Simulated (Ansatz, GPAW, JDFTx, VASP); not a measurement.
CaO: programs and potentials compared

```xyz
2
Lattice="0.0000 2.4036 2.4036 2.4036 0.0000 2.4036 2.4036 2.4036 0.0000" Properties=species:S:1:pos:R:3 pbc="T T T"
Ca    0.0000    0.0000    0.0000
O     2.4036    2.4036    2.4036
```

The cell is a database's computed one, not the measured one.

Alike in all runs: task single point; functional PBEsol; k mesh 10 × 10 × 10; occupations gaussian, width 0.05 eV; no spin polarisation; no spin-orbit coupling. Pressure is positive in compression and, in plane waves, holds the error of the finite cutoff.

```tsv
program and potentials	plane-wave cutoff (eV)	notes	band gap (eV)	pressure (GPa)
JDFTx, PseudoDojo-SR-PBEsol-0.4.1-standard with smoothed tails	1143	8 valence electrons an atom on average	3.56	-3.02
Ansatz, all-electron LAPW, scalar-relativistic	-	-	?	?
VASP, PBE PAW files Ca_sv, O, 520 eV	520	potentials made for PBE; 8 valence electrons an atom on average	3.54	-2.15
GPAW, PAW data sets generated for this functional	800	8 valence electrons an atom on average	3.59	-2.07
VASP, PBE PAW files Ca_pv, O, 500 eV	500	potentials made for PBE; 7 valence electrons an atom on average	3.54	-2.86
```

Q: Estimate from the other rows what the run with Ansatz, all-electron LAPW, scalar-relativistic gave.

A: Band gap 3.55 eV; pressure -2.73 GPa. The other rows, which needn't bracket it: band gap 3.54 to 3.59; pressure -3.02 to -2.07.
